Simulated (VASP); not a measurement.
# InAs (F-43m) in VASP: notebook, part 2 of 2

VASP 6.6.1. Earlier steps stand in the parts before.

## 5. Single point, RPBE

This run uses another cell than the first one, of 30.59 Å³/atom, 1.050 times its volume.

File INCAR:

```
SYSTEM = InAs
PREC = Accurate ; ENCUT = 520
EDIFF = 1E-6 ; ISMEAR = -1
SIGMA = 0.05 ; LREAL = .FALSE.
LASPH = .TRUE. ; NELM = 100
ALGO = Normal ; ISIF = 2
LWAVE = .FALSE. ; LCHARG = .FALSE.
GGA = RP ; NBANDS = 16
```

File KPOINTS:

```
Automatic mesh
0
G
  8 8 8
  0 0 0
```

File POSCAR:

```
InAs
1.0
    0.0000000000      3.1276056770      3.1276056770
    3.1276056770      0.0000000000      3.1276056770
    3.1276056770      3.1276056770      0.0000000000
In As
1 1
Direct
    0.0000000000      0.0000000000      0.0000000000
    0.7500000000      0.7500000000      0.7500000000
```

Potentials or basis: VASP PAW PBE potentials, release 64 (In_d, As).

On the command line:

```console
cat potpaw_PBE.64/In_d/POTCAR potpaw_PBE.64/As/POTCAR > POTCAR
mpirun -np 1 vasp_std > vasp.out
```

OUTCAR:

```text
SYSTEM = InAs
   PREC = Accurate
   ENCUT = 520
   EDIFF = 1E-6
   ISMEAR = -1
   LREAL = .FALSE.
   LASPH = .TRUE.
   NELM = 100
   ISIF = 2
   GGA = RP

 ion  position               nearest neighbor table
   1  0.000  0.000  0.000-   2 2.71   2 2.71   2 2.71   2 2.71
   2  0.750  0.750  0.750-   1 2.71   1 2.71   1 2.71   1 2.71

  LATTYP: Found a face centered cubic cell.
 ALAT       =     6.2552113540

  Lattice vectors:

 A1 = (   0.0000000000,   3.1276056770,   3.1276056770)
 A2 = (   3.1276056770,   0.0000000000,   3.1276056770)
 A3 = (   3.1276056770,   3.1276056770,   0.0000000000)

Analysis of symmetry for initial positions (statically):
=====================================================================
 Subroutine PRICEL returns:
 Original cell was already a primitive cell.

 Routine SETGRP: Setting up the symmetry group for a
 face centered cubic supercell.

 Subroutine GETGRP returns: Found 24 space group operations
 (whereof 24 operations were pure point group operations)
 out of a pool of 48 trial point group operations.

The static configuration has the point symmetry T_d .

Analysis of symmetry for dynamics (positions and initial velocities):
=====================================================================
 Subroutine PRICEL returns:
 Original cell was already a primitive cell.

 Routine SETGRP: Setting up the symmetry group for a
 face centered cubic supercell.

 Subroutine GETGRP returns: Found 24 space group operations
 (whereof 24 operations were pure point group operations)
 out of a pool of 48 trial point group operations.

The dynamic configuration has the point symmetry T_d .

 Subroutine INISYM returns: Found 24 space group operations
 (whereof 24 operations are pure point group operations),
 and found     1 'primitive' translations
[... 103 lines left out ...]
   POTIM  = 0.5000    time-step for ionic-motion
   TEBEG  =    0.0;   TEEND  =   0.0 temperature during run
   PSTRESS=    0.0 pullay stress
   NELECT =      18.0000    total number of electrons
   NUPDOWN=      -1.0000    fix difference up-down
   EMIN   =  10.00;   EMAX   =-10.00  energy-range for DOS
   EFERMI =   0.00;   METHOD = LEGACY
   ISMEAR =    -1;   SIGMA  =   0.05  broadening in eV -4-tet -1-fermi 0-gaus
   EFERMI_NEDOS =   21; number of points for ismear=-14 and -15
   IALGO  =     38    algorithm
   IMIX   =      4    mixing-type and parameters
     AMIX     =   0.40;   BMIX     =  1.00
     AMIX_MAG =   1.60;   BMIX_MAG =  1.00
  volume/ion in A,a.u.               =      30.59       206.46
  Fermi-wavevector in a.u.,A,eV,Ry     =   1.088789  2.057513 16.129179  1.185461
  Thomas-Fermi vector in A             =   2.224978
   LORBIT       =      0    0 simple, 1 ext, 2 COOP (PROOUT), +10 PAW based schemes
   GGA     = RP    functional components
   LHFCALC =     F    Hartree Fock is set to
   AEXX    =    0.0000 exact exchange contribution
   IVDW    =     0    specifies the selected vdW correction
   LEPSILON=     F    determine dielectric tensor
   LRPA    =     F    only Hartree local field effects (RPA)
 non-spin polarized calculation
  energy-cutoff  :      520.00
  volume of cell :       61.19
 maximum number of plane-waves:      1676
 NGX is ok and might be reduce to    36
   NGX = 17   NGY = 17   NGZ = 17

 number of electron      18.0000000 magnetization

 Free energy of the ion-electron system (eV)
  ---------------------------------------------------
  ext. energy  EPLUGINS =         0.00000000
  ---------------------------------------------------
  free energy    TOTEN  =        -7.05262114 eV

  energy without entropy =       -7.05200257  energy(sigma->0) =       -7.05231186

 E-fermi :   3.7103     XC(G=0):  -8.4657

 val. band max:        3.6536893363   @ k =   0.0000   0.0000   0.0000
 cond. band min:       4.4978295228   @ k =   0.5000   0.0000   0.0000
 fundamental gap:      0.8441401865
 Fermi energy:         3.7103453070

 k-point     1 :       0.0000    0.0000    0.0000
  band No.  band energies     occupation
      1     -10.5949      2.00000
      2     -10.5949      2.00000
      3     -10.5949      2.00000
      4     -10.5080      2.00000
      5     -10.5080      2.00000
      6      -7.5578      2.00000
[... 433 lines left out ...]
      3     -10.5581      2.00000
      4     -10.5106      2.00000
      5     -10.5023      2.00000
      6      -6.1720      2.00000
[... 8 lines left out ...]
     15      13.8848      0.00000
     16      14.4472      0.00000

 [... further k-points ...]
[... 5 lines left out ...]
  --------------------------------------------------------------------------------------
  -------------------------------------------------------------------------------------
  Total        0.0143153      0.0143153      0.0143153     -0.0000000      0.0000000      0.0000000
  in kB        0.3748400      0.3748400      0.3748400     -0.0000000      0.0000000      0.0000000
  external PRESSURE =       0.3748400 kB  Pullay stress =       0.0000000 kB

 VOLUME and BASIS-vectors are now :
 -----------------------------------------------------------------------------
  energy-cutoff  :      520.00
  volume of cell :       61.19
      direct lattice vectors                 reciprocal lattice vectors
     0.000000000  3.127605677  3.127605677    -0.159866700  0.159866700  0.159866700
     3.127605677  0.000000000  3.127605677     0.159866700 -0.159866700  0.159866700
     3.127605677  3.127605677  0.000000000     0.159866700  0.159866700 -0.159866700

 POSITION                                       TOTAL-FORCE (eV/Angst)
 -----------------------------------------------------------------------------------
      0.00000      0.00000      0.00000         0.000000      0.000000      0.000000
      4.69141      4.69141      4.69141        -0.000000     -0.000000     -0.000000
 -----------------------------------------------------------------------------------
    total drift:                                0.000000      0.000000      0.000000

  FREE ENERGIE OF THE ION-ELECTRON SYSTEM (eV)
  ---------------------------------------------------
  free  energy   TOTEN  =        -7.0526211446 eV

  energy  without entropy=       -7.0520025750  energy(sigma->0) =       -7.05231186
```

Wall time 14 s (1 thread of Intel Xeon 6975P-C (Granite Rapids), shared host); peak memory 0.21 GiB.

Results:

| Item | Value |
| --- | --- |
| Free energy | -7.0526 eV |
| Pressure | 0.0 GPa |
| Band gap on the k mesh | zero (filled and empty bands touch) |

Levels at points of the mesh, in eV from the Fermi level:
| k point | band 6 | band 7 | band 8 | band 9 | band 10 | band 11 | band 12 | band 13 |
| --- | --- | --- | --- | --- | --- | --- | --- | --- |
| (0.00, 0.00, 0.00) | -11.27 | -0.64 | -0.06 | -0.06 | -0.06 | 3.84 | 3.84 | 3.84 |
| (0.50, 0.00, 0.00) | -10.10 | -5.29 | -0.90 | -0.90 | 0.79 | 4.60 | 4.60 | 6.80 |
| (0.50, 0.50, 0.00) | -9.66 | -5.44 | -2.04 | -2.04 | 1.77 | 2.05 | 8.59 | 8.59 |

Caveat: the PAW data sets were made with another functional, which shifts forces and pressure a little; spin-orbit coupling is left out, which moves the levels of the heavy elements.

## 6. Summary

```tsv
level	cell	gap on the mesh (eV)	pressure (GPa)
PBE	a = 4.352 Å, angles 60.0°, 2 atoms	none	0.8
RPBE	a = 4.268 Å, angles 60.0°, 2 atoms	none	6.1
revPBE	a = 4.268 Å, angles 60.0°, 2 atoms	none	5.6
RPBE	a = 4.423 Å, angles 60.0°, 2 atoms	none	0.0
```

Alike in all rows: task single point; potentials or basis VASP PAW PBE potentials, release 64 (In_d, As); no spin polarisation; k mesh 8 × 8 × 8; cutoff (eV) 520; smearing fermi-dirac 0.05 eV.

Caveats: spin-orbit coupling is left out, which moves the levels of the heavy elements; the PAW data sets were made with another functional, which shifts forces and pressure a little (some runs).

Total energies depend on the potentials used, so only differences within one code and one set of settings carry meaning.

## 7. Comparison with measurements

Step 5. A measured gap of InAs is 0.418 eV (direct; 4.2 K; a printed reference work, data compilation); the calculated 0.00 eV misses it by -0.42 eV. Spin-orbit coupling on As, In is left out. The value is that of RPBE on a finite k mesh, which can miss the band edges, without temperature or zero-point motion. Semilocal functionals fall short of measured gaps as a rule.
